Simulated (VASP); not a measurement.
# SnSe in VASP 6.6.1, single-point calculation

INCAR

```
PREC = Accurate
ISIF = 2
NBANDS = 17
GGA = PE
LCHARG = .FALSE.
IBRION = -1
LWAVE = .FALSE.
SIGMA = 0.005
ISMEAR = 2
EDIFF = 1E-7
NELM = 120
LREAL = .FALSE.
ENCUT = 520
LASPH = .TRUE.
NSW = 0
```

KPOINTS

```
KPOINTS created by Atomic Simulation Environment
0
Gamma
8 8 8
0 0 0
```

POSCAR

```
Sn Se
 1.0000000000000000
     0.0000000000000000    3.1377158332000001    2.9603114584000001
     3.1377158332000001    0.0000000000000000    2.9603114584000001
     3.1377158332000001    3.1377158332000001    0.0000000000000000
 Sn  Se
   1   1
Cartesian
  0.0000000000000000  0.0000000000000000  0.0000000000000000
  3.1377158332000001  3.1377158332000001  2.9603114584000001
```

The recommended PBE PAW datasets give the neutral cell 20 valence electrons.

Command

```
mpirun -np 1 vasp_std
```

OSZICAR

```
N       E                     dE             d eps       ncg     rms          rms(c)
DAV:   1     0.132893410480E+03    0.13289E+03   -0.96982E+03  2057   0.140E+03
DAV:   2     0.464618445873E+01   -0.12825E+03   -0.12400E+03  2216   0.346E+02
DAV:   3    -0.805366467545E+01   -0.12700E+02   -0.12621E+02  2429   0.945E+01
DAV:   4    -0.838449093149E+01   -0.33083E+00   -0.33061E+00  2431   0.162E+01
DAV:   5    -0.839500857490E+01   -0.10518E-01   -0.10515E-01  2905   0.278E+00    0.289E+00
DAV:   6    -0.816285202617E+01    0.23216E+00   -0.60385E-01  2810   0.423E+00    0.166E+00
DAV:   7    -0.816209190838E+01    0.76012E-03   -0.94192E-02  2345   0.136E+00    0.884E-01
DAV:   8    -0.816449619337E+01   -0.24043E-02   -0.10662E-02  2409   0.886E-01    0.131E-01
DAV:   9    -0.816421711857E+01    0.27907E-03   -0.18617E-03  2732   0.313E-01    0.617E-02
DAV:  10    -0.816431591614E+01   -0.98798E-04   -0.22844E-04  2345   0.831E-02    0.145E-02
DAV:  11    -0.816432496098E+01   -0.90448E-05   -0.18583E-05  2634   0.347E-02    0.264E-03
DAV:  12    -0.816432547349E+01   -0.51251E-06   -0.14323E-06  2508   0.119E-02    0.112E-03
DAV:  13    -0.816432544315E+01    0.30334E-07   -0.10418E-07  2162   0.232E-03
   1 F= -.81643254E+01 E0= -.81643254E+01  d E =0.000000E+00
```

Standard output (part)

```
POSCAR found type information on POSCAR SnSe
 POSCAR found :  2 types and       2 ions
 LDA part: xc-table for (Slater+PW92), standard interpolation
 POSCAR, INCAR and KPOINTS ok, starting setup
 WAVECAR not read
 entering main loop
```

From OUTCAR

```
k-points           NKPTS =     59   k-points in BZ     NKDIM =     59   number of bands    NBANDS=     17

   NELECT =      20.0000    total number of electrons

   dimension x,y,z NGX =    32 NGY =   32 NGZ =   36
   dimension x,y,z NGXF=    64 NGYF=   64 NGZF=   72

  energy-cutoff  :      520.00
  volume of cell :       58.29
      direct lattice vectors                 reciprocal lattice vectors
     0.000000000  3.137715833  2.960311458    -0.159351588  0.159351588  0.168901147
     3.137715833  0.000000000  2.960311458     0.159351588 -0.159351588  0.168901147
     3.137715833  3.137715833  0.000000000     0.159351588  0.159351588 -0.168901147

 k-points in reciprocal lattice and weights: KPOINTS created by Atomic Simulation Env
   0.00000000  0.00000000  0.00000000       0.002
   0.12500000  0.00000000  0.00000000       0.016
   0.25000000  0.00000000  0.00000000       0.016
   0.37500000  0.00000000  0.00000000       0.016
   0.50000000  0.00000000  0.00000000       0.008
   0.12500000  0.12500000  0.00000000       0.004
   0.25000000  0.12500000  0.00000000       0.016
   0.37500000  0.12500000  0.00000000       0.016
   ...

 E-fermi :   5.0036

 k-point     1 :       0.0000    0.0000    0.0000
  band No.  band energies     occupation
      1     -16.7703      2.00000
      2     -16.7671      2.00000
      3     -16.7483      2.00000
      4     -16.7483      2.00000
      5     -16.7378      2.00000
      6      -8.5777      2.00000
      7      -0.3708      2.00000
      8       2.4866      2.00000
      9       3.0489      2.00000
     10       3.0489      2.00000
     11       8.5280      0.00000
     12       8.5280      0.00000
     13       9.8684      0.00000
     14      10.6977      0.00000
     15      10.6977      0.00000
     16      11.1089      0.00000
     17      12.5756      0.00000

 k-point     2 :       0.1250    0.0000    0.0000
  band No.  band energies     occupation
      1     -16.7699      2.00000
      2     -16.7672      2.00000
      3     -16.7476      2.00000
      4     -16.7472      2.00000
      5     -16.7384      2.00000
      6      -8.4822      2.00000
      7      -0.8365      2.00000
      8       2.6670      2.00000
      9       3.0387      2.00000
     10       3.2811      2.00000
     11       7.8235      0.00000
     12       7.9524      0.00000
     13       9.0575      0.00000
     14      10.7819      0.00000
     15      11.0755      0.00000
     16      11.2968      0.00000
     17      13.4610      0.00000

 k-point     3 :       0.2500    0.0000    0.0000
  band No.  band energies     occupation
      1     -16.7689      2.00000
      2     -16.7679      2.00000
      3     -16.7462      2.00000
      4     -16.7441      2.00000
      5     -16.7395      2.00000
      6      -8.2275      2.00000
      7      -1.7491      2.00000
      8       2.8707      2.00000
      9       3.0287      2.00000
     10       3.8665      2.00000
     11       6.6874      0.00000
     12       7.0006      0.00000
     13       7.7993      0.00000
     14      11.0575      0.00000
     15      12.0632      0.00000
     16      12.1202      0.00000
     17      15.3232      0.00000

 ...

  Total       -1.3240750     -1.3240750      0.7783357      0.0000000      0.0000000      0.0000000
  in kB      -36.3938959    -36.3938959     21.3935520      0.0000000      0.0000000      0.0000000
  external PRESSURE =     -17.1314133 kB  Pullay stress =       0.0000000 kB

 POSITION                                       TOTAL-FORCE (eV/Angst)
 -----------------------------------------------------------------------------------
      0.00000      0.00000      0.00000         0.000000      0.000000     -0.000000
      3.13772      3.13772      2.96031        -0.000000      0.000000      0.000000
 -----------------------------------------------------------------------------------
    total drift:                                0.000000     -0.000000     -0.000000

  FREE ENERGIE OF THE ION-ELECTRON SYSTEM (eV)
  ---------------------------------------------------
  free  energy   TOTEN  =        -8.1643254432 eV

  energy  without entropy=       -8.1643254432  energy(sigma->0) =       -8.16432544
```

It converged. Results: gap between bands v and c on the k mesh 0.39 eV; least direct gap on the k mesh 0.39 eV; pressure -1.7 GPa. Band v is the last that the valence electrons fill when counted band by band, and c is the next.

For comparison, a separate PBE run of the intended cell, on usual settings and not on those above, gives a gap of 0.39 eV on its mesh and a pressure of -1.7 GPa.

The run above took about 47 s on one core of a shared host (Intel Xeon Platinum 8488C) and held 0.21 GiB at most.
